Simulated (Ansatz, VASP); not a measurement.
# Cross-check of SiGe2 between VASP and Ansatz, part 2 of 2

Aim: how closely do two programs agree when they are given the same cell, functional and k mesh? The cell is generated by rule, not measured, and may not be a known phase. The cell is taken from a series of runs on this material, whose earlier steps may have relaxed, scaled, displaced or heated it; both programs get it as it stands.

VASP 6.6.1 and Ansatz 0.2.0.

So far. Step 2 (VASP: single point, PBEsol, pair 1): The run ends at a pressure of -0.37 GPa, with forces up to 0.021 eV/Å. Step 3 (Ansatz: single point, PBEsol, pair 1): The run ends at a pressure of -0.35 GPa, with forces up to 0.023 eV/Å.

The structure was built from a prototype and need not be the compound's stable phase.

## Step 5: Ansatz: single point, PBEsol, pair 2

Level of this step: Ansatz beside VASP: Kohn-Sham DFT, plane waves, PBEsol (Ansatz).

A single point gives forces, pressure and levels at one fixed geometry, so differences don't come from the geometry; what else differs is listed under the comparison.

The cell is taken from a series of runs on this material, whose earlier steps may have relaxed, scaled, displaced or heated it; both programs get it as it stands.

File input.yaml:

```yaml
crystal:
  lattice:
    - [0.0, -3.0597254466, -3.0597254466]
    - [0.0, 3.0597254466, -3.0597254466]
    - [12.2389017864, 0.0, 0.0]
  atoms:
    - { symbol: Si, position: [-0.0508423042, 0.0, 0.0] }
    - { symbol: Si, position: [0.0508423042, 0.0, 0.5] }
    - { symbol: Si, position: [0.5, 0.5, 0.75] }
    - { symbol: Si, position: [0.5, 0.5, 0.25] }
    - { symbol: Ge, position: [-0.0107965212, 0.5, 0.875] }
    - { symbol: Ge, position: [0.0107965212, 0.5, 0.375] }
    - { symbol: Ge, position: [0.5416111721, 0.0, 0.625] }
    - { symbol: Ge, position: [0.4583888279, 0.0, 0.125] }
    - { symbol: Ge, position: [-0.0107965212, 0.5, 0.125] }
    - { symbol: Ge, position: [0.0107965212, 0.5, 0.625] }
    - { symbol: Ge, position: [0.4583888279, 0.0, 0.875] }
    - { symbol: Ge, position: [0.5416111721, 0.0, 0.375] }
kpoints:
  mp_grid: { grid: [8, 8, 4] }
hamiltonian:
  xc: pbesol
scf:
  occupations: { method: methfessel_paxton, width: 0.15 }
output:
  forces: true
  stress: true
  eigenvalues: true
```

The run is started by

```
ansatz run input.yaml --threads 4 --pin off --max-ram 7168MiB --backend cpu --events-out ev --progress --plain --runs-dir out
```

Numbers of over 12 decimals in the logs are rounded to 6 here.

Output:

```text
[...]
Crystal: 12 atoms, lattice volume = 229.159 Å³
Basis set: ecut = 420 eV, 4481 PW (Γ), exchange–correlation on 60×60×180 points (8 copies of the dense FFT grid, shifted against one another)
Bands: 77, of which v1, the nominal top of the filled ones, is band 64 counted from 1 (63 counted from 0)
Symmetry: 8 space group operations
[...]
k-points: 75 of 256
[...]
k-point 0: bands = [... 60 lower, 8.2155, 8.4539, 8.4818, 8.5092, 8.5489, 9.5182, 9.5542, 11.3309, ... 9 higher]
  k-point 1: bands = [... 60 lower, 8.2808, 8.2993, 8.9464, 8.9955, 9.0424, 9.4381, 10.1945, 10.3648, ... 9 higher]
  k-point 2: bands = [... 60 lower, 8.5424, 8.5424, 9.2001, 9.2001, 9.7437, 9.7437, 9.8228, 9.8228, ... 9 higher]
  k-point 74: bands = [... 60 lower, 9.1551, 9.1551, 9.1701, 9.1701, 11.4706, 11.4706, 11.4725, 11.4725, ... 9 higher]
[key lines of the parts left out:]
SCF converged after 7 iterations
Free energy (F): -36509.906749 eV
Fermi energy:    9.575667 eV
P = ⅓ Tr σ = -0.3334 GPa (-3.334 kbar)
```

The run ends at a pressure of -0.33 GPa, with forces up to 0.038 eV/Å.

## Step 6: VASP: single point, PBEsol, pair 2

The same cell, functional, mesh and smearing now go to VASP, with its own data sets.

File INCAR:

```
SYSTEM = SiGe2
PREC = Accurate
ENCUT = 500
EDIFF = 1E-06
NELM = 120
ISMEAR = 1
SIGMA = 0.15
LREAL = .FALSE.
ALGO = Normal
GGA = PS
NBANDS = 79
LORBIT = 11
LWAVE = .FALSE.
LCHARG = .FALSE.
ISIF = 2
LASPH = .TRUE.
GGA_COMPAT = .FALSE.
KPAR = 2
```

File POSCAR:

```
SiGe2
1.0
    0.0000000000     -3.0597254466     -3.0597254466
    0.0000000000      3.0597254466     -3.0597254466
   12.2389017864      0.0000000000      0.0000000000
Si Ge
4 8
Direct
    0.9491576958      0.0000000000      0.0000000000
    0.0508423042      0.0000000000      0.5000000000
    0.5000000000      0.5000000000      0.7500000000
    0.5000000000      0.5000000000      0.2500000000
    0.9892034788      0.5000000000      0.8750000000
    0.0107965212      0.5000000000      0.3750000000
    0.5416111721      0.0000000000      0.6250000000
    0.4583888279      0.0000000000      0.1250000000
    0.9892034788      0.5000000000      0.1250000000
    0.0107965212      0.5000000000      0.6250000000
    0.4583888279      0.0000000000      0.8750000000
    0.5416111721      0.0000000000      0.3750000000
```

File KPOINTS:

```
Automatic mesh
0
Gamma
8 8 4
0 0 0
```

PAW data sets: Si and Ge_d (PBE family, release 64).

The run is started by

```
mpirun -np 2 vasp_std
```

Output:

```text
[banner, memory and clock lines left out]
running    2 mpi-ranks, on    1 nodes
[...]
[... a notice as in an earlier step ...]

 LDA part: xc-table for (Slater+PW92), standard interpolation
 POSCAR, INCAR and KPOINTS ok, starting setup
[...]
entering main loop
       N       E                     dE             d eps       ncg     rms          rms(c)
DAV:   1     0.165863601870E+04    0.16586E+04   -0.52711E+04 14752   0.399E+03
DAV:   2     0.284300564454E+03   -0.13743E+04   -0.13175E+04 11850   0.113E+03
DAV:   3    -0.237818611252E+02   -0.30808E+03   -0.29445E+03 12201   0.260E+02
DAV:   4    -0.574251107079E+02   -0.33643E+02   -0.31959E+02 14202   0.871E+01
[...]
DAV:  11    -0.584248226524E+02   -0.17236E-04   -0.15870E-04 13357   0.253E-01    0.803E-03
DAV:  12    -0.584248270578E+02   -0.44054E-05   -0.51352E-05 14930   0.985E-02    0.500E-03
DAV:  13    -0.584248268910E+02    0.16679E-06   -0.78560E-06 12086   0.511E-02
   1 F= -.58424827E+02 E0= -.58423109E+02  d E =-.515292E-02
```

Parts of OUTCAR (step 6):

```text
  Total       -0.6182082     -0.3337222     -0.3337222      0.0000000      0.2801042      0.0000000
  in kB       -4.3222313     -2.3332343     -2.3332343      0.0000000      1.9583613      0.0000000
  external PRESSURE =      -2.9962333 kB  Pullay stress =       0.0000000 kB

 POSITION                                       TOTAL-FORCE (eV/Angst)
 -----------------------------------------------------------------------------------
      0.00000     -2.90416     -2.90416        -0.000000     -0.000332     -0.000332
      6.11945     -0.15556     -0.15556        -0.000000      0.000332      0.000332
      9.17918      0.00000     -3.05973        -0.000000     -0.000000      0.000000
      3.05973      0.00000     -3.05973        -0.000000     -0.000000      0.000000
     10.70904     -1.49683     -4.55655         0.028997      0.014938      0.014938
      4.58959      1.49683     -1.56290         0.028997     -0.014938     -0.014938
      7.64931     -1.65718     -1.65718         0.023657     -0.019787     -0.019787
      1.52986     -1.40254     -1.40254         0.023657      0.019787      0.019787
      1.52986     -1.49683     -4.55655        -0.028997      0.014938      0.014938
      7.64931      1.49683     -1.56290        -0.028997     -0.014938     -0.014938
     10.70904     -1.40254     -1.40254        -0.023657      0.019787      0.019787
      4.58959     -1.65718     -1.65718        -0.023657     -0.019787     -0.019787
 -----------------------------------------------------------------------------------
    total drift:                                0.000000      0.000000     -0.000000

  FREE ENERGIE OF THE ION-ELECTRON SYSTEM (eV)
  ---------------------------------------------------
  free  energy   TOTEN  =       -58.4248268910 eV

  energy  without entropy=      -58.4196739699  energy(sigma->0) =      -58.42310925

[... 2 parts as in an earlier step ...]

[... 1 further part left out ...]
[key lines of the parts left out:]
E-fermi :   6.5989
```

The run ends at a pressure of -0.30 GPa, with forces up to 0.037 eV/Å.

## Step 7: Side by side

Compared:

```tsv
quantity	Ansatz	VASP	difference
pressure (GPa)	-0.33	-0.30	-0.03
```

## Step 8: Ansatz: single point, PBEsol, pair 3

A single point gives forces, pressure and levels at one fixed geometry, so differences don't come from the geometry; what else differs is listed under the comparison.

The cell is taken from a series of runs on this material, whose earlier steps may have relaxed, scaled, displaced or heated it; both programs get it as it stands.

File input.yaml:

```yaml
crystal:
  lattice:
    - [0.0, -3.0597254466, -3.0597254466]
    - [0.0, 3.0597254466, -3.0597254466]
    - [12.2389017864, 0.0, 0.0]
  atoms:
    - { symbol: Si, position: [-0.1039956222, 0.0, 0.0] }
    - { symbol: Si, position: [0.1039956222, 0.0, 0.5] }
    - { symbol: Si, position: [0.5, 0.5, 0.75] }
    - { symbol: Si, position: [0.5, 0.5, 0.25] }
    - { symbol: Ge, position: [-0.0220837933, 0.5, 0.875] }
    - { symbol: Ge, position: [0.0220837933, 0.5, 0.375] }
    - { symbol: Ge, position: [0.5851137611, 0.0, 0.625] }
    - { symbol: Ge, position: [0.4148862389, 0.0, 0.125] }
    - { symbol: Ge, position: [-0.0220837933, 0.5, 0.125] }
    - { symbol: Ge, position: [0.0220837933, 0.5, 0.625] }
    - { symbol: Ge, position: [0.4148862389, 0.0, 0.875] }
    - { symbol: Ge, position: [0.5851137611, 0.0, 0.375] }
kpoints:
  mp_grid: { grid: [8, 8, 4] }
hamiltonian:
  xc: pbesol
scf:
  occupations: { method: methfessel_paxton, width: 0.15 }
output:
  forces: true
  stress: true
  eigenvalues: true
```

The run is started by

```
ansatz run input.yaml --threads 4 --pin off --max-ram 7168MiB --backend cpu --events-out ev --progress --plain --runs-dir out
```

Output:

```text
[...]
Crystal: 12 atoms, lattice volume = 229.159 Å³
Basis set: ecut = 420 eV, 4481 PW (Γ), exchange–correlation on 60×60×180 points (8 copies of the dense FFT grid, shifted against one another)
Bands: 77, of which v1, the nominal top of the filled ones, is band 64 counted from 1 (63 counted from 0)
Symmetry: 8 space group operations
[...]
k-points: 75 of 256
[...]
k-point 0: bands = [... 60 lower, 8.1684, 8.4096, 8.5218, 8.5953, 8.6421, 9.4766, 9.6259, 11.1967, ... 9 higher]
  k-point 1: bands = [... 60 lower, 8.2608, 8.3554, 8.8698, 8.9801, 9.1310, 9.4406, 10.2185, 10.4325, ... 9 higher]
  k-point 2: bands = [... 60 lower, 8.5159, 8.5159, 9.2604, 9.2604, 9.6368, 9.6368, 9.8970, 9.8970, ... 9 higher]
  k-point 74: bands = [... 60 lower, 9.0139, 9.0139, 9.0762, 9.0762, 11.5605, 11.5605, 11.5743, 11.5743, ... 9 higher]
[key lines of the parts left out:]
SCF converged after 8 iterations
Free energy (F): -36509.929603 eV
Fermi energy:    9.566865 eV
P = ⅓ Tr σ = -0.2852 GPa (-2.852 kbar)
```

The run ends at a pressure of -0.29 GPa, with forces up to 0.13 eV/Å.

## Step 9: VASP: single point, PBEsol, pair 3

The same cell, functional, mesh and smearing now go to VASP, with its own data sets.

INCAR is that of step 6.

File POSCAR:

```
SiGe2
1.0
    0.0000000000     -3.0597254466     -3.0597254466
    0.0000000000      3.0597254466     -3.0597254466
   12.2389017864      0.0000000000      0.0000000000
Si Ge
4 8
Direct
    0.8960043778      0.0000000000      0.0000000000
    0.1039956222      0.0000000000      0.5000000000
    0.5000000000      0.5000000000      0.7500000000
    0.5000000000      0.5000000000      0.2500000000
    0.9779162067      0.5000000000      0.8750000000
    0.0220837933      0.5000000000      0.3750000000
    0.5851137611      0.0000000000      0.6250000000
    0.4148862389      0.0000000000      0.1250000000
    0.9779162067      0.5000000000      0.1250000000
    0.0220837933      0.5000000000      0.6250000000
    0.4148862389      0.0000000000      0.8750000000
    0.5851137611      0.0000000000      0.3750000000
```

KPOINTS is that of step 6.

The run is started by

```
mpirun -np 2 vasp_std
```

Output:

```text
[... set-up lines as in an earlier step ...]
 entering main loop
       N       E                     dE             d eps       ncg     rms          rms(c)
DAV:   1     0.166187900631E+04    0.16619E+04   -0.52482E+04 14767   0.399E+03
DAV:   2     0.285772805145E+03   -0.13761E+04   -0.13206E+04 11850   0.113E+03
DAV:   3    -0.229089548473E+02   -0.30868E+03   -0.29505E+03 12130   0.260E+02
DAV:   4    -0.573703396486E+02   -0.34461E+02   -0.32632E+02 14203   0.877E+01
[...]
DAV:  11    -0.584475129527E+02   -0.20852E-04   -0.16443E-04 14349   0.136E-01    0.729E-03
DAV:  12    -0.584475161818E+02   -0.32291E-05   -0.33064E-05 13362   0.459E-02    0.438E-03
DAV:  13    -0.584475156185E+02    0.56330E-06   -0.19302E-06  7805   0.706E-02
   1 F= -.58447516E+02 E0= -.58447625E+02  d E =0.327393E-03
```

Parts of OUTCAR (step 9):

```text
  Total       -0.4113598     -0.3051445     -0.3051445      0.0000000      0.8575898      0.0000000
  in kB       -2.8760411     -2.1334320     -2.1334320      0.0000000      5.9958785      0.0000000
  external PRESSURE =      -2.3809684 kB  Pullay stress =       0.0000000 kB

 POSITION                                       TOTAL-FORCE (eV/Angst)
 -----------------------------------------------------------------------------------
      0.00000     -2.74153     -2.74153        -0.000000     -0.022168     -0.022168
      6.11945     -0.31820     -0.31820        -0.000000      0.022168      0.022168
      9.17918      0.00000     -3.05973        -0.000000      0.000000      0.000000
      3.05973      0.00000     -3.05973        -0.000000      0.000000      0.000000
     10.70904     -1.46229     -4.52202         0.119853      0.034060      0.034060
      4.58959      1.46229     -1.59743         0.119853     -0.034060     -0.034060
      7.64931     -1.79029     -1.79029         0.126059     -0.006712     -0.006712
      1.52986     -1.26944     -1.26944         0.126059      0.006712      0.006712
      1.52986     -1.46229     -4.52202        -0.119853      0.034060      0.034060
      7.64931      1.46229     -1.59743        -0.119853     -0.034060     -0.034060
     10.70904     -1.26944     -1.26944        -0.126059      0.006712      0.006712
      4.58959     -1.79029     -1.79029        -0.126059     -0.006712     -0.006712
 -----------------------------------------------------------------------------------
    total drift:                                0.000000     -0.000000     -0.000000

  FREE ENERGIE OF THE ION-ELECTRON SYSTEM (eV)
  ---------------------------------------------------
  free  energy   TOTEN  =       -58.4475156185 eV

  energy  without entropy=      -58.4478430115  energy(sigma->0) =      -58.44762475

[... 2 parts as in an earlier step ...]

[... 1 further part left out ...]
[key lines of the parts left out:]
E-fermi :   6.5901
```

The run ends at a pressure of -0.24 GPa, with forces up to 0.13 eV/Å.

## Step 10: Comparison

Both answers:

```tsv
quantity	Ansatz	VASP	difference
pressure (GPa)	-0.29	-0.24	-0.05
```

Forces on 7 of the 12 atoms, those with the largest forces and the largest differences (eV/Å; atoms numbered as in POSCAR):

```tsv
atom	Ansatz x, y, z	VASP x, y, z
Ge5	0.120, 0.032, 0.032	0.120, 0.034, 0.034
Ge6	0.120, -0.032, -0.032	0.120, -0.034, -0.034
Ge8	0.126, 0.008, 0.008	0.126, 0.007, 0.007
Ge9	-0.120, 0.032, 0.032	-0.120, 0.034, 0.034
Ge10	-0.120, -0.032, -0.032	-0.120, -0.034, -0.034
Ge11	-0.126, 0.008, 0.008	-0.126, 0.007, 0.007
Ge12	-0.126, -0.008, -0.008	-0.126, -0.007, -0.007
```

The forces differ by 1.2 meV/Å r.m.s., which is 1.9 % of the r.m.s. force of 0.061 eV/Å (both taken over all components).

## Step 11: Outcome

```
difference in pressure (single point, PBEsol, pair 1)  : 0.026 GPa
difference in pressure (single point, PBEsol, pair 2)  : -0.034 GPa
r.m.s. force difference (single point, PBEsol, pair 3) : 1.2 meV/Å
```

What this shows: The r.m.s. force difference is 1.2 meV/Å (single point, PBEsol, pair 3), within the 12 meV/Å picked in this series as the mark of a large difference. 1 further run of this series is not shown here. Such differences can come from data sets, numerical settings and the points named under the comparisons, not from the functional's error against experiment.

[Lines on the potential files, build, host, timing and source positions are cut from VASP's logs without a mark.]

[Logs are printed without paths, hosts, clocks, repeated set-up lines and the standing remarks that a program may print on its own settings, such as how far it seeks lower states.]

[Hosts, paths, dates, database ids (printed as entryN), source tags and the programs' standing remarks are cut or masked in the printed files.]
